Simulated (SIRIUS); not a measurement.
NaCl under changes of volume

One of the cells (21.813 Å³/atom); the others are scaled copies at fixed shape and fractional positions:

```xyz
2
Lattice="0.0000 2.7941 2.7941 2.7941 0.0000 2.7941 2.7941 2.7941 0.0000" Properties=species:S:1:pos:R:3 pbc="T T T"
Cl    2.7941    2.7941    2.7941
Na    0.0000    0.0000    0.0000
```

The cell is a database's computed one.

- Program: SIRIUS 7.12.0
- Functional: WC
- Potentials or basis: all-electron FP-LAPW
- Cutoff: 158 eV
- Basis: apw+lo standard
- k mesh: 8 × 8 × 8
- Occupations: fermi-dirac, width 0.05 eV
- Spin: no spin polarisation

```csv
volume (Å³/atom),energy over the lowest point (meV/atom),gap on the mesh (eV)
20.504,11.05,5.31
20.940,5.68,5.23
21.376,?,?
21.813,0.28,5.07
22.249,0.00,5.00
22.685,0.87,4.93
23.121,3.00,4.87
```

**Question.** What does the run at 21.376 Å³/atom give?

**Answer.** Energy over the lowest point 2.25 meV/atom; gap on the mesh 5.15 eV.

Worked out: A Birch-Murnaghan fit of order 3 (a polynomial in V^(-2/3)) to the other rows has its minimum at 22.15 Å³/atom with B0 = V·E''(V) = 25 GPa and B' = 5.1. It gives 2.16 meV/atom at 21.376 Å³/atom, against the run's 2.25. A straight line through the other rows of the gap, of slope -3.7 eV per unit of ln V (its deformation potential), gives 5.15 eV, against the run's 5.15.

Energies are extrapolated to zero smearing.
